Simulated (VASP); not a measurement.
# MoSe2 under changes of volume

One of the cells (20.532 Å³/atom); the others are scaled copies at fixed shape and fractional positions:

```
Mo Se
1.0
     3.30978    0.00000    0.00000
    -1.65489    2.86635    0.00000
     0.00000    0.00000   12.98543
Mo Se
2 4
Direct
  0.66667 0.33333 0.75000
  0.33333 0.66667 0.25000
  0.66667 0.33333 0.37500
  0.33333 0.66667 0.87500
  0.66667 0.33333 0.12500
  0.33333 0.66667 0.62500
```

```yaml
Program: VASP 6.6.1
Functional: PBEsol
Potentials_or_basis: VASP PAW PBE potentials, release 64 (Mo_sv, Se)
Cutoff: 520 eV
k_mesh: 9 × 9 × 2
Occupations: fermi-dirac, width 0.05 eV
Spin: no spin polarisation
```

```tsv
volume (Å³/atom)	energy over the lowest point (meV/atom)	pressure (GPa)	largest force (eV/Å)
18.922	68.92	13.7	2.028
19.324	39.12	10.0	1.604
19.727	?	?	?
20.532	0.00	0.8	0.510
20.935	0.99	-1.6	0.198
21.337	7.83	-3.8	0.092
```

Problem. What does the run at 19.727 Å³/atom give?

Solution. Energy over the lowest point 18.29 meV/atom; pressure 6.6 GPa; largest force 1.212 eV/Å.

Worked out: A Birch-Murnaghan fit of order 3 (a polynomial in V^(-2/3)) to the other rows has its minimum at 20.67 Å³/atom with B0 = V·E''(V) = 128 GPa and B' = 4.5 at fixed shape and positions, which overstates the stiffness. It gives 18.26 meV/atom at 19.727 Å³/atom, against the run's 18.29, and -dE/dV = 6.6 GPa, against 6.6.

Energies are extrapolated to zero smearing.

Caveats: the PAW data sets were made with another functional, which shifts forces and pressure a little; the cell's inner coordinates are idealised or old, which leaves forces on the atoms; this functional lacks dispersion, which binds the layers, so the pressure and a relaxed spacing across them are unreliable.
